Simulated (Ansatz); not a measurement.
Input and output of a relaxation of cell and atoms on CdSe (rocksalt) (the plane-wave code Ansatz, PBE). The starting cell was estimated from covalent radii.

Input (YAML):
```yaml
crystal:
  lattice:
    - [0.0, 2.741982, 2.741982]
    - [2.741982, 0.0, 2.741982]
    - [2.741982, 2.741982, 0.0]
  atoms:
    - { symbol: Cd, position: [0.0, 0.0, 0.0] }
    - { symbol: Se, position: [0.5, 0.5, 0.5] }
kpoints:
  mp_grid: { grid: [8, 8, 8] }
hamiltonian:
  xc: pbe
scf:
  occupations: { method: fermi_dirac, width: 0.02 }
relax:
  f_tol: 0.005
  cell: {}
```

Run as `ansatz run input.yaml --threads 2 --pin off --max-ram 2211MiB --backend cpu --events-out ev --progress --plain --runs-dir out`. Wall time 4 s on 2 threads of Arm Neoverse V1, with other jobs on the host; peak host memory 0.33 GiB.

Question: Predict the output.

Answer: Abridged output:
```
Functional definition: PBE
  parameter kappa = 0.804
  parameter beta = 0.06672455060314922
  exchange = pbe_x(kappa = kappa, mu = beta*pi^2/3)
  correlation = pbe_c(beta = beta)
Crystal: 2 atoms, lattice volume = 41.231 Å³
Basis set: ecut = 420 eV, 821 PW (Γ)
Bands: 22, of which v1, the nominal top of the filled ones, is band 18 counted from 1 (17 counted from 0)
Symmetry: 48 space group operations
Space group: Fm-3m (ITA 225)
k-points: 29 of 512
preconditioner: auto → none  [σ=0.020 eV  ℏωp=24.5 eV]
relax step 1: F+E_penalty+E_count = -13724.31733424 eV  P = +11.311 GPa  Ω = 41.231 Å³
relax step 2: F+E_penalty+E_count = -13724.50096613 eV  P = -0.411 GPa  Ω = 47.560 Å³
relax step 3: F+E_penalty+E_count = -13724.50143078 eV  P = -0.095 GPa  Ω = 47.306 Å³
relax step 4: F+E_penalty+E_count = -13724.50147201 eV  P = +0.001 GPa  Ω = 47.229 Å³
relax step 5: F+E_penalty+E_count = -13724.50257394 eV  P = -0.026 GPa  Ω = 47.229 Å³  (SCF on a basis re-selected at this cell)
SCF converged after 8 iterations
Free energy (F): -13724.502574 eV
Internal energy: -13724.501798 eV  (E = F + TS)
E sigma→0 (E₀):  -13724.502186 eV
Entropy (-TS):   -0.000776 eV (-0.388 meV/atom)
Fermi energy:    10.127119 eV
--- Stress (GPa, compression-positive) ---
       -0.026184       0.000000       0.000000
        0.000000      -0.026184       0.000000
        0.000000       0.000000      -0.026184
  P = ⅓ Tr σ = -0.0262 GPa (-0.262 kbar)
--- Relaxed structure (4 steps of the walk, 4 accepted, 1 SCFs on fresh bases) ---
  F+E_penalty+E_count = -13724.50257394 eV
  cell:  # Å, volume = 47.2294 Å³
    - [0.000000, 2.868979, 2.868979]
    - [2.868979, 0.000000, 2.868979]
    - [2.868979, 2.868979, 0.000000]
  atoms:
    - { symbol: Cd, position: [0.000000, 0.000000, 0.000000] }
    - { symbol: Se, position: [0.500000, 0.500000, 0.500000] }
```
Iteration counts and the last digits belong to this one run.

In 4 steps the volume changed by +14.5 %; between the first SCF and the last, each on a basis chosen for its cell, the energy fell by 92.6 meV an atom. Final cell: space group Fm-3m (No. 225), cubic; conventional cell a = 5.738 Å, 23.61 Å³ an atom. Cd has 6 Se at 2.87 Å; Se has 6 Cd at 2.87 Å.

These are computed values for a spin-unpolarised cell that may be hypothetical; none is a measurement.

Overlapping bands make a metal at that level, for which these meshes are coarse; small forces, stresses and energy differences are uncertain. A small overlap in a semilocal functional can be an artefact that a hybrid or GW lifts.
